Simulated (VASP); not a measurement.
# Ni: generalised stacking fault

Ni, Fm-3m (no. 225), 9 atoms in the cell. PBE, constrained relaxations along a path; PAW potentials Ni (PBE set).

Path: generalised stacking fault, a/6<112> on {111}; Layers in the cell: 9.

## Input

INCAR:
```
PREC     = Normal         # precision mode
ENCUT    = 300            # plane-wave cutoff, eV
EDIFF    = 1E-6           # SCF threshold, eV
ISMEAR   = 1              # smearing method
SIGMA    = 0.2            # smearing width, eV
LREAL    = F              # projectors in reciprocal space
LASPH    = T              # aspherical terms in the spheres
NELM     = 100            # most SCF steps
ALGO     = Normal         # electronic algorithm
LWAVE    = F              # write WAVECAR
LCHARG   = F              # write CHGCAR
ISPIN    = 2              # spin polarisation
MAGMOM   = 1 1 1 1 1 1 1 1 1 # initial moments
LMAXMIX  = 4              # l up to which the mixer works
IBRION   = 2              # ionic algorithm
NSW      = 100            # ionic steps
ISIF     = 2              # what is computed and relaxed
EDIFFG   = -0.02          # ionic threshold
POTIM    = 0.5            # step
ISYM     = 2            
KPAR     = 8             
```

KPOINTS:
```
k-points
0
Gamma
  20 20 3
```

POSCAR.step1:
```
Ni
1.0
    2.4572992075      0.0000000000      0.0000000000
    1.2286496037      2.1280835384      0.0000000000
    0.0000000000      0.0000000000     18.0573876109
Ni
9
Selective dynamics
Direct
    0.3333333333      0.3333333333      0.0000000000  F F T
   -0.3333333333      0.6666666667      0.1111111111  F F T
    0.0000000000      0.0000000000      0.2222222222  F F T
    0.3333333333      0.3333333333      0.3333333333  F F T
   -0.3333333333      0.6666666667      0.4444444444  F F T
    0.0000000000      0.0000000000      0.5555555556  F F T
    0.3333333333      0.3333333333      0.6666666667  F F T
   -0.3333333333      0.6666666667      0.7777777778  F F T
    0.0000000000      0.0000000000      0.8888888889  F F T
```

POSCAR.step2:
```
Ni
1.0
    2.4572992075      0.0000000000      0.0000000000
    1.2286496037      2.1280835384      0.0000000000
    0.2457299207      0.1418722359     18.0573876109
Ni
9
Selective dynamics
Direct
    0.3333333333      0.3333333333      0.0000000000  F F T
   -0.3407407407      0.6592592593      0.1111111111  F F T
   -0.0148148148     -0.0148148148      0.2222222222  F F T
    0.3111111111      0.3111111111      0.3333333333  F F T
   -0.3629629630      0.6370370370      0.4444444444  F F T
   -0.0370370370     -0.0370370370      0.5555555556  F F T
    0.2888888889      0.2888888889      0.6666666667  F F T
   -0.3851851852      0.6148148148      0.7777777778  F F T
   -0.0592592593     -0.0592592593      0.8888888889  F F T
```

POSCAR.step3:
```
Ni
1.0
    2.4572992075      0.0000000000      0.0000000000
    1.2286496037      2.1280835384      0.0000000000
    0.4914598415      0.2837444718     18.0573876109
Ni
9
Selective dynamics
Direct
    0.3333333333      0.3333333333      0.0000000000  F F T
   -0.3481481481      0.6518518519      0.1111111111  F F T
   -0.0296296296     -0.0296296296      0.2222222222  F F T
    0.2888888889      0.2888888889      0.3333333333  F F T
   -0.3925925926      0.6074074074      0.4444444444  F F T
   -0.0740740741     -0.0740740741      0.5555555556  F F T
    0.2444444444      0.2444444444      0.6666666667  F F T
   -0.4370370370      0.5629629630      0.7777777778  F F T
   -0.1185185185     -0.1185185185      0.8888888889  F F T
```

POSCAR.step4:
```
Ni
1.0
    2.4572992075      0.0000000000      0.0000000000
    1.2286496037      2.1280835384      0.0000000000
    0.6143248019      0.3546805897     18.0573876109
Ni
9
Selective dynamics
Direct
    0.3333333333      0.3333333333      0.0000000000  F F T
   -0.3518518519      0.6481481481      0.1111111111  F F T
   -0.0370370370     -0.0370370370      0.2222222222  F F T
    0.2777777778      0.2777777778      0.3333333333  F F T
   -0.4074074074      0.5925925926      0.4444444444  F F T
   -0.0925925926     -0.0925925926      0.5555555556  F F T
    0.2222222222      0.2222222222      0.6666666667  F F T
   -0.4629629630      0.5370370370      0.7777777778  F F T
   -0.1481481481     -0.1481481481      0.8888888889  F F T
```

POSCAR.step5:
```
Ni
1.0
    2.4572992075      0.0000000000      0.0000000000
    1.2286496037      2.1280835384      0.0000000000
    0.7371897622      0.4256167077     18.0573876109
Ni
9
Selective dynamics
Direct
    0.3333333333      0.3333333333      0.0000000000  F F T
   -0.3555555556      0.6444444444      0.1111111111  F F T
   -0.0444444444     -0.0444444444      0.2222222222  F F T
    0.2666666667      0.2666666667      0.3333333333  F F T
   -0.4222222222      0.5777777778      0.4444444444  F F T
   -0.1111111111     -0.1111111111      0.5555555556  F F T
    0.2000000000      0.2000000000      0.6666666667  F F T
   -0.4888888889      0.5111111111      0.7777777778  F F T
   -0.1777777778     -0.1777777778      0.8888888889  F F T
```

POSCAR.step6:
```
Ni
1.0
    2.4572992075      0.0000000000      0.0000000000
    1.2286496037      2.1280835384      0.0000000000
    0.9829196830      0.5674889436     18.0573876109
Ni
9
Selective dynamics
Direct
    0.3333333333      0.3333333333      0.0000000000  F F T
   -0.3629629630      0.6370370370      0.1111111111  F F T
   -0.0592592593     -0.0592592593      0.2222222222  F F T
    0.2444444444      0.2444444444      0.3333333333  F F T
   -0.4518518519      0.5481481481      0.4444444444  F F T
   -0.1481481481     -0.1481481481      0.5555555556  F F T
    0.1555555556      0.1555555556      0.6666666667  F F T
   -0.5407407407      0.4592592593      0.7777777778  F F T
   -0.2370370370     -0.2370370370      0.8888888889  F F T
```

POSCAR.step7:
```
Ni
1.0
    2.4572992075      0.0000000000      0.0000000000
    1.2286496037      2.1280835384      0.0000000000
    1.2286496037      0.7093611795     18.0573876109
Ni
9
Selective dynamics
Direct
    0.3333333333      0.3333333333      0.0000000000  F F T
   -0.3703703704      0.6296296296      0.1111111111  F F T
   -0.0740740741     -0.0740740741      0.2222222222  F F T
    0.2222222222      0.2222222222      0.3333333333  F F T
   -0.4814814815      0.5185185185      0.4444444444  F F T
   -0.1851851852     -0.1851851852      0.5555555556  F F T
    0.1111111111      0.1111111111      0.6666666667  F F T
   -0.5925925926      0.4074074074      0.7777777778  F F T
   -0.2962962963     -0.2962962963      0.8888888889  F F T
```

Commands (each step's output is kept before the next begins):
```
cat potpaw_PBE.64/Ni/POTCAR > POTCAR
# POSCAR: c tilted by 0 of a/6<112> on {111}
cp POSCAR.step1 POSCAR
mpirun -np 8 vasp_std > vasp.out
# POSCAR: c tilted by 0.2 of a/6<112> on {111}
cp POSCAR.step2 POSCAR
mpirun -np 8 vasp_std > vasp.out
# POSCAR: c tilted by 0.4 of a/6<112> on {111}
cp POSCAR.step3 POSCAR
mpirun -np 8 vasp_std > vasp.out
# POSCAR: c tilted by 0.5 of a/6<112> on {111}
cp POSCAR.step4 POSCAR
mpirun -np 8 vasp_std > vasp.out
# POSCAR: c tilted by 0.6 of a/6<112> on {111}
cp POSCAR.step5 POSCAR
mpirun -np 8 vasp_std > vasp.out
# POSCAR: c tilted by 0.8 of a/6<112> on {111}
cp POSCAR.step6 POSCAR
mpirun -np 8 vasp_std > vasp.out
# POSCAR: c tilted by 1 of a/6<112> on {111}
cp POSCAR.step7 POSCAR
mpirun -np 8 vasp_std > vasp.out
```

## Result

- Unstable fault energy (mJ/m²): 323
- Energy at the end of the slip (mJ/m²): 164
- Ionic steps, all stages: 47
- Electronic steps, all stages: 584

Energy along the slip:

| Share of the slip | Fault energy (mJ/m²) |
|---|---|
| 0 | 0 |
| 0.2 | 116 |
| 0.4 | 277 |
| 0.5 | 317 |
| 0.6 | 321 |
| 0.8 | 240 |
| 1 | 164 |

Limits: the faults repeat once a cell, and the in-plane lattice is that of the given cell.

VASP 6.6.1 took 2581 s on 8 cores (Intel Xeon 6975P-C (Granite Rapids)), a shared host.
